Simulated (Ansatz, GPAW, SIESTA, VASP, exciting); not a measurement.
**C: programs and potentials compared**

```
CELL_PARAMETERS angstrom
0.00000 1.78337 1.78337
1.78337 0.00000 1.78337
1.78337 1.78337 0.00000
ATOMIC_POSITIONS crystal
C 0.75000 0.75000 0.75000
C 0.50000 0.50000 0.50000
```

Alike in all runs: task band structure; functional PBE; k mesh 13 × 13 × 13; occupations fermi-dirac, width 0.05 eV; no spin polarisation; no spin-orbit coupling. Pressure is positive in compression and, in plane waves, holds the error of the finite cutoff, which Ansatz's Pulay term estimates and takes out. Gaps are the smaller of the mesh's and the band path's.

```json
{"program and potentials": "VASP, PBE PAW files C, 520 eV", "plane-wave cutoff (eV)": "520", "notes": "-", "band gap (eV)": "4.13", "pressure (GPa)": "2.46"}
{"program and potentials": "Ansatz, SSSP efficiency PAW", "plane-wave cutoff (eV)": "612", "notes": "Pulay term of +0.21 GPa included", "band gap (eV)": "4.15", "pressure (GPa)": "2.26"}
{"program and potentials": "SIESTA, files PseudoDojo sr-pbe-0.4.1-standard, TZDP (energy shift 0.01 Ry)", "plane-wave cutoff (eV)": "-", "notes": "atomic basis", "band gap (eV)": "4.26", "pressure (GPa)": "10.40"}
{"program and potentials": "Ansatz, all-electron LAPW, scalar-relativistic", "plane-wave cutoff (eV)": "-", "notes": "-", "band gap (eV)": "4.15", "pressure (GPa)": "1.75"}
{"program and potentials": "SIESTA, files PseudoDojo sr-pbe-0.4.1-standard, TZP (energy shift 0.002 Ry)", "plane-wave cutoff (eV)": "-", "notes": "atomic basis", "band gap (eV)": "4.26", "pressure (GPa)": "5.34"}
{"program and potentials": "Ansatz, Ansatz NC", "plane-wave cutoff (eV)": "1116", "notes": "-", "band gap (eV)": "4.14", "pressure (GPa)": "1.73"}
{"program and potentials": "SIESTA, files PseudoDojo sr-pbe-0.4-stringent, DZP (energy shift 0.002 Ry)", "plane-wave cutoff (eV)": "-", "notes": "atomic basis", "band gap (eV)": "4.28", "pressure (GPa)": "10.19"}
{"program and potentials": "VASP, PBE PAW files C_s, 400 eV", "plane-wave cutoff (eV)": "400", "notes": "-", "band gap (eV)": "4.14", "pressure (GPa)": "3.04"}
{"program and potentials": "exciting, all-electron LAPW+lo, shipped species files, valence relativity iora*", "plane-wave cutoff (eV)": "-", "notes": "-", "band gap (eV)": "4.14", "pressure (GPa)": "-"}
{"program and potentials": "GPAW, GPAW PAW data sets (gpaw-data 1.2.1)", "plane-wave cutoff (eV)": "800", "notes": "-", "band gap (eV)": "4.13", "pressure (GPa)": "1.42"}
```

The band gap spans 4.13 (VASP, PBE PAW files C, 520 eV) to 4.28 eV (SIESTA, files PseudoDojo sr-pbe-0.4-stringent, DZP (energy shift 0.002 Ry)), with all-electron results at 4.14 to 4.15. The pressure spans 1.42 (GPAW, GPAW PAW data sets (gpaw-data 1.2.1)) to 10.40 GPa (SIESTA, files PseudoDojo sr-pbe-0.4.1-standard, TZDP (energy shift 0.01 Ry)), with all-electron results at 1.75. The paths' points differ, which is worth about 0.01 eV. Rows in atomic bases carry the error of their basis and grid, which can be large.

The functional is the same throughout but for its coding, so the spread measures potentials, basis and numerics; runs on potential files found faulty are left out.

Outside the atomic-basis rows, the gap of diamond hardly depends on the potential, lying between 4.13 and 4.15 eV. It separates bonding from antibonding states of the sp3 network, and the SIESTA rows put it higher, at 4.26 to 4.28 eV, probably because localised orbitals describe the more extended conduction states less well than the valence bonds.

Every reported pressure is positive, which suggests that PBE favours a slightly larger cell. The stiff covalent network turns even a small mismatch in bond length into a pressure of some GPa, so pressure exposes differences that the gap hides. The two SIESTA runs with the same gap of 4.26 eV, for instance, differ between 5.34 and 10.40 GPa; as both the orbital range and the polarisation set change, neither can be singled out as the cause.

Agreement among programs doesn't make the gap physically accurate: all values fall well below the measured one, as expected of semilocal Kohn-Sham eigenvalues, which lack the derivative discontinuity.
